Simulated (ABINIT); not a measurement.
# CdTe (F-43m) in ABINIT: notebook

One crystal, CdTe, is run at these levels: LDA, PBE+D3(BJ); tasks: band structure, equation of state.

Program: ABINIT 10.8.3 (patched build). These are calculated values, not measurements. Logs are shortened: lines on timing, memory, paths and dates and some standing lists are left out, and cuts for length are marked. The log counts tension as positive stress, the text compression.

**What was measured.**

From “Multiscale insight into the Cd1-xZnxTe vibrational-mechanical properties -- High-pressure experiments and ab initio calculations”, 2023, arxiv:2306.14539, for a powder of CdTe: bulk modulus 42 ± 2 GPa.

The results are compared with them further down.

### 1 The structure

It takes space group F-43m (No. 216, cubic). The conventional cell has a = 6.410 Å, b = 6.410 Å, c = 6.410 Å, α = 90.00°, β = 90.00°, γ = 90.00°. Te (site symmetry -43m) has 4 Cd at 2.78 Å as nearest neighbours. Cd (site symmetry -43m) is surrounded by 4 Te at 2.78 Å.

### 2 Band structure, LDA

File run.abi:

```
# Datasets: ground state, then fixed potential
ndtset 2

# Pseudopotentials
pp_dirpath "./"
pseudos "Te.hgh, Cd.hgh"

# Structure
acell 3*1.0
rprim
     0.0000000000     6.0565722294     6.0565722294
     6.0565722294     0.0000000000     6.0565722294
     6.0565722294     6.0565722294     0.0000000000
ntypat 2
znucl 52 48
natom 2
typat 1 2
xred
     0.7500000000     0.7500000000     0.7500000000
     0.0000000000     0.0000000000     0.0000000000

# Plane-wave basis
ecut 16.0

# Exchange and correlation
ixc 7

# Bands and occupations
occopt 3
tsmear 0.05 eV

# SCF cycle
nstep 100

# Output
iomode 3
prtwf 0
prteig 0
prtebands 0
enunit 1
prtden1 1

# Dataset 1
kptopt1 1
ngkpt1 7 7 7
nshiftk1 1
shiftk1 0.0 0.0 0.0
nband1 8
tolvrs1 1.0e-10

# Dataset 2: bands along G-X-W-K-G-L-U-W-L-K
iscf2 -2
getden2 1
nband2 12
nbdbuf2 2
tolwfr2 1.0e-12
kptopt2 -9
ndivsm2 5
prteig2 1
kptbounds2
     0.0000000000     0.0000000000     0.0000000000
     0.5000000000     0.0000000000     0.5000000000
     0.5000000000     0.2500000000     0.7500000000
     0.3750000000     0.3750000000     0.7500000000
     0.0000000000     0.0000000000     0.0000000000
     0.5000000000     0.5000000000     0.5000000000
     0.6250000000     0.2500000000     0.6250000000
     0.5000000000     0.2500000000     0.7500000000
     0.5000000000     0.5000000000     0.5000000000
     0.3750000000     0.3750000000     0.7500000000
```

Potentials or basis: HGH LDA.

Run with:

```bash
abinit run.abi > log 2>&1
```

run.abo:

```text
.Version 10.8.3 of ABINIT
 DATASET    1 : space group F-4 3 m (#216); Bravais cF (face-center cubic)
================================================================================
 Values of the parameters that define the memory need for DATASET  1.
     intxc =       0    ionmov =       0      iscf =       7    lmnmax =       6
     lnmax =       6     mgfft =      32  mpssoang =       3    mqgrid =    3001
     natom =       2  nloc_mem =       1    nspden =       1   nspinor =       1
    nsppol =       1      nsym =      24    n1xccc =       0    ntypat =       2
    occopt =       3   xclevel =       1
       mpw =        1374          nfft =       32768          nkpt =          20
================================================================================
================================================================================

 DATASET    2 : space group F-4 3 m (#216); Bravais cF (face-center cubic)
================================================================================
 Values of the parameters that define the memory need for DATASET  2.
     intxc =       0    ionmov =       0      iscf =      -2    lmnmax =       6
     lnmax =       6     mgfft =      32  mpssoang =       3    mqgrid =    3001
     natom =       2  nloc_mem =       1    nspden =       1   nspinor =       1
    nsppol =       1      nsym =      24    n1xccc =       0    ntypat =       2
    occopt =       3   xclevel =       1
       mpw =        1383          nfft =       32768          nkpt =          87
================================================================================
================================================================================

--------------------------------------------------------------------------------
------------- Echo of variables that govern the present computation ------------
--------------------------------------------------------------------------------
 -outvars: echo values of preprocessed input variables --------
            acell      1.0000000000E+00  1.0000000000E+00  1.0000000000E+00 Bohr
              amu      1.27600000E+02  1.12411000E+02
             ecut      1.60000000E+01 Hartree
           enunit           1
           getden1          0
           getden2          1
             iscf1          7
             iscf2         -2
                       outvar_i_n : Printing only first  50 k-points.
              ixc           7
           jdtset        1    2
                       outvar_i_n : Printing only first  50 k-points.
           kptopt1          1
           kptopt2         -9
         kptrlatt        7    0    0      0    7    0      0    0    7
          kptrlen1     5.99570061E+01
          kptrlen2     3.00000000E+01
            natom           2
            nband1          8
            nband2         12
           nbdbuf1          0
           nbdbuf2          2
[... 692 lines left out ...]
force_length_stats: {min: null, max: null, mean: null, }
...

 Integrated electronic density in atomic spheres:
 ------------------------------------------------
 Atom  Sphere_radius  Integrated_density
    1        2.00000          2.17169704
    2        2.00000          0.39102515
================================================================================

 ----iterations are completed or convergence reached----

 Mean square residual over all n,k,spin=   47.661E-14; max=  99.853E-14
 reduced coordinates (array xred) for    2 atoms
       0.750000000000      0.750000000000      0.750000000000
       0.000000000000      0.000000000000      0.000000000000

 cartesian coordinates (angstrom) at end:
    1      4.80749999671822     4.80749999671822     4.80749999671822
    2      0.00000000000000     0.00000000000000     0.00000000000000
 length scales=  1.000000000000  1.000000000000  1.000000000000 bohr
              =  0.529177210544  0.529177210544  0.529177210544 angstroms
 Eigenvalues (   eV  ) for nkpt=  87  k points:
 kpt#   1, nband= 12, wtk=  1.00000, kpt=  0.0000  0.0000  0.0000 (reduced coord)
 -11.26904   -0.18919   -0.18919   -0.18919    0.99414    4.69729    4.69729    4.69729
   7.73037    9.38856    9.38856   10.52043
 kpt#   2, nband= 12, wtk=  1.00000, kpt=  0.0357  0.0000  0.0357 (reduced coord)
 -11.25841   -0.37852   -0.22371   -0.22371    1.18894    4.62653    4.75085    4.75085
   7.83602    9.10257    9.40404   10.55553
 kpt#   3, nband= 12, wtk=  1.00000, kpt=  0.0714  0.0000  0.0714 (reduced coord)
 -11.22639   -0.76873   -0.32192   -0.32192    1.59326    4.44103    4.90606    4.90606
   8.10891    8.58276    9.45043   10.66600
 kpt#   4, nband= 12, wtk=  1.00000, kpt=  0.1071  0.0000  0.1071 (reduced coord)
 -11.17326   -1.20865   -0.47015   -0.47015    2.04721    4.19318    5.14902    5.14902
   7.95021    8.61317    9.52771   10.83335
 kpt#   5, nband= 12, wtk=  1.00000, kpt=  0.1429  0.0000  0.1429 (reduced coord)
 -11.10046   -1.65492   -0.65150   -0.65150    2.48863    3.92684    5.46249    5.46249
   7.46346    9.12469    9.63574   11.07656
 kpt#   6, nband= 12, wtk=  1.00000, kpt=  0.1786  0.0000  0.1786 (reduced coord)
 -11.01048   -2.09289   -0.84995   -0.84995    2.86626    3.67457    5.83010    5.83010
[... 230 lines left out ...]
 -10.30932   -4.39233   -2.25329   -1.28903    3.08301    4.94583    6.30338    6.92375
   8.73004    9.84280   10.67616   12.46833
 kpt#  84, nband= 12, wtk=  1.00000, kpt=  0.4167  0.4167  0.6667 (reduced coord)
 -10.26330   -4.34424   -2.51621   -1.40178    3.09923    5.13617    6.69883    6.73122
   8.46161    9.69306   11.33636   12.77702
 kpt#  85, nband= 12, wtk=  1.00000, kpt=  0.4028  0.4028  0.6944 (reduced coord)
 -10.22025   -4.31853   -2.69534   -1.50766    3.03905    5.18281    6.79783    7.10686
   8.20999    9.60780   12.06911   13.04205
 kpt#  86, nband= 12, wtk=  1.00000, kpt=  0.3889  0.3889  0.7222 (reduced coord)
 -10.18614   -4.32250   -2.77325   -1.60040    2.95792    4.99351    7.16300    7.48586
   7.99771    9.62082   12.71388   13.32292
 kpt#  87, nband= 12, wtk=  1.00000, kpt=  0.3750  0.3750  0.7500 (reduced coord)
 -10.16658   -4.34579   -2.75299   -1.67515    2.88461    4.69128    7.53981    7.77885
   7.96460    9.78059   12.84286   13.82988

== END DATASET(S) ==============================================================
================================================================================

 -outvars: echo values of variables after computation  --------
            acell      1.0000000000E+00  1.0000000000E+00  1.0000000000E+00 Bohr
           etotal1    -9.3240118125E+00
            fcart1    -0.0000000000E+00 -0.0000000000E+00 -0.0000000000E+00
                      -0.0000000000E+00 -0.0000000000E+00 -0.0000000000E+00
            rprim      0.0000000000E+00  6.0565722294E+00  6.0565722294E+00
                       6.0565722294E+00  0.0000000000E+00  6.0565722294E+00
                       6.0565722294E+00  6.0565722294E+00  0.0000000000E+00
           strten1     2.2949560222E-04  2.2949560222E-04  2.2949560222E-04
                       0.0000000000E+00  0.0000000000E+00  0.0000000000E+00
           xangst      4.8074999967E+00  4.8074999967E+00  4.8074999967E+00
                       0.0000000000E+00  0.0000000000E+00  0.0000000000E+00
             xred      7.5000000000E-01  7.5000000000E-01  7.5000000000E-01
                       0.0000000000E+00  0.0000000000E+00  0.0000000000E+00
 Calculation completed.
```

Run time: 36 s. Hardware: 1 thread of Arm Neoverse N1, shared host; peak memory 0.11 GiB.

Results:

```
Free energy                                           : -253.7193 eV
Band gap on the k mesh                                : 1.18 eV, direct
Valence electrons inside the program's atomic spheres : Te 2.17; Cd 0.39
```

Levels at the corners of the path, in eV from the valence-band top:
```csv
point,band 1,band 2,band 3,band 4,band 5,band 6,band 7,band 8,band 9
Γ,-11.08,0.00,0.00,0.00,1.18,4.89,4.89,4.89,7.92
X,-9.96,-4.31,-1.79,-1.79,2.68,2.86,9.41,9.69,9.69
W,-9.95,-4.11,-2.38,-2.14,4.78,4.85,5.94,6.47,10.09
K,-9.98,-4.16,-2.56,-1.49,3.07,4.88,7.73,7.97,8.15
Γ,-11.08,0.00,0.00,0.00,1.18,4.89,4.89,4.89,7.92
L,-10.26,-4.39,-0.73,-0.73,2.12,5.42,5.42,7.46,9.21
U,-9.98,-4.16,-2.56,-1.49,3.07,4.88,7.73,7.97,8.15
W,-9.95,-4.11,-2.38,-2.14,4.78,4.85,5.94,6.47,10.09
L,-10.26,-4.39,-0.73,-0.73,2.12,5.42,5.42,7.46,9.21
K,-9.98,-4.16,-2.56,-1.49,3.07,4.88,7.73,7.97,8.15
```

Caveat: the cutoff is too short for stress, so the log's stress isn't used; spin-orbit coupling is left out, which moves the levels of the heavy elements; HGH potentials are hard and often keep d shells in the core, so these values are rough.

### 3 Equation of state, PBE+D3(BJ)

File run.abi:

```
ndtset 7
getwfk -1
scalecart1 3*0.9795861087
scalecart2 3*0.9864848297
scalecart3 3*0.9932883884
scalecart4 3*1.0000000000
scalecart5 3*1.0066227096
scalecart6 3*1.0131594038
scalecart7 3*1.0196128224

pp_dirpath "./"
pseudos "Te.GGA_PBE-JTH.xml, Cd.GGA_PBE-JTH.xml"

acell 3*1.0 Angstrom
rprim
     0.0000000000     3.2050000000     3.2050000000
     3.2050000000     0.0000000000     3.2050000000
     3.2050000000     3.2050000000     0.0000000000
ntypat 2
znucl 52 48
natom 2
typat 1 2
xred
     0.7500000000     0.7500000000     0.7500000000
     0.0000000000     0.0000000000     0.0000000000

ecut 17.0
pawecutdg 34.0

kptopt 1
ngkpt 7 7 7
nshiftk 1
shiftk 0.0 0.0 0.0

ixc 11
vdw_xc 7

nband 13
occopt 3
tsmear 0.05 eV

nstep 100
tolvrs 1.0e-9

iomode 3
prtwf 1
prtden 0
prteig 0
prtebands 0
```

Potentials or basis: JTH PAW PBE v2.0.

Run with:

```bash
abinit run.abi > log 2>&1
```

It took 3 min on 1 thread of Arm Neoverse N1, shared host; peak memory 0.15 GiB.

It converged, with:

| Quantity | Value |
| --- | --- |
| Equilibrium volume | 34.67 Å³/atom |
| Bulk modulus | 40 GPa |
| Pressure derivative of the bulk modulus | 4.7 (rough: it moves with the points fitted) |

Energy against volume, from the lowest point:
```tsv
volume (Å³/atom)	energy (meV/atom)
30.947	62.29
31.605	40.51
32.263	23.84
32.922	11.97
33.580	4.45
34.239	0.41
34.897	0.00
```

Caveat: the cutoff is too short for stress, so the log's stress isn't used; pressures at fixed basis lie under the slope of the energies. The run has no spin-orbit coupling, so splittings on Te are missing.

### 4 Equation of state, LDA

Edit run.abi of step 3 so:

```diff
@@ -1 +1,2 @@
+# Datasets: one volume each
 ndtset 7
@@ -10,5 +11,7 @@
 
+# Pseudopotentials
 pp_dirpath "./"
-pseudos "Te.GGA_PBE-JTH.xml, Cd.GGA_PBE-JTH.xml"
+pseudos "Te.LDA_PW-JTH.xml, Cd.LDA_PW-JTH.xml"
 
+# Structure
 acell 3*1.0 Angstrom
@@ -26,5 +29,7 @@
 
-ecut 17.0
-pawecutdg 34.0
+# Plane-wave basis
+ecut 12.0
+pawecutdg 24.0
 
+# k points
 kptopt 1
@@ -34,9 +39,11 @@
 
-ixc 11
-vdw_xc 7
+# Exchange and correlation
+ixc 7
 
+# Bands and occupations
 nband 13
 occopt 3
-tsmear 0.05 eV
+tsmear 0.00183747
 
+# SCF cycle
 nstep 100
@@ -44,2 +51,3 @@
 
+# Output
 iomode 3
@@ -49 +57,2 @@
 prtebands 0
+enunit 1
```

Potentials or basis: JTH PAW LDA v2.0.

Run with:

```bash
abinit run.abi > log 2>&1
```

Wall time 1.7 min (1 thread of Arm Neoverse N1, shared host); peak memory 0.11 GiB.

It converged, with:

```
Equilibrium volume : 33.01 Å³/atom (rough: see the caveat)
Bulk modulus       : 47 GPa (rough)
```

Energy against volume, from the lowest point:
```
volume (Å³/atom)  energy (meV/atom)
          30.947              21.06
          31.605               9.40
          32.263               1.24
          32.922               0.00
          33.580               0.27
          34.239               5.83
          34.897              13.28
```

Caveat: the cutoff is too short for stress, so the log's stress isn't used; pressures at fixed basis lie under the slope of the energies; the fit is doubtful: noisy points or a state that changes with volume. Spin-orbit coupling is left out, which matters for the levels of Te.

### 5 Against experiment

Step 3. A measured bulk modulus of CdTe is 42 GPa (powder; quoted in “Multiscale insight into the Cd1-xZnxTe vibrational-mechanical properties -- High-pressure experiments and ab initio calculations”, 2023, arxiv:2306.14539); the calculated 40 GPa misses it by -3.9 %. The fit is for a static lattice scaled at fixed shape and fixed fractional positions.
